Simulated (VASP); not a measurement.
A run of VASP 6.6.1:

The input INCAR:

```
PREC     = Accurate       # precision mode
ENCUT    = 550            # plane-wave cutoff, eV
EDIFF    = 1E-6           # SCF threshold, eV
ISMEAR   = 0              # smearing method
SIGMA    = 0.02           # smearing width, eV
LREAL    = False          # projectors in reciprocal space
LASPH    = True           # aspherical terms in the spheres
NELM     = 80             # most SCF steps
ALGO     = Normal         # electronic algorithm
ISIF     = 2              # what is computed and relaxed
LWAVE    = False          # write WAVECAR
LCHARG   = False          # write CHGCAR
GGA      = PS             # functional
NBANDS   = 22             # bands
```

Contents of KPOINTS:

```
regular mesh
0
Gamma
  9 9 5
```

POSCAR

```
Tl
1.0
    3.4560000000      0.0000000000      0.0000000000
   -1.7280000000      2.9929837955      0.0000000000
    0.0000000000      0.0000000000      5.5250000000
Tl
2
Direct
    0.6666666667      0.3333333333      0.7500000000
    0.3333333333      0.6666666667      0.2500000000
```

Potentials or basis: VASP PAW PBE potentials, release 64 (Tl_d_GW).

Launch:

```bash
$ cat potpaw_PBE.64/Tl_d_GW/POTCAR > POTCAR
$ mpirun -np 1 vasp_std > vasp.out
```

Hardware: 1 thread of Intel(R) Xeon(R) 6975P-C (Granite Rapids), with other jobs on the host.

Task: How long does it take, and how much memory?

Result: Wall time 20 s on 1 thread of Intel(R) Xeon(R) 6975P-C (Granite Rapids), with other jobs on the host, peak memory 0.2 GiB. Counts: scf iterations 11, k points 36.
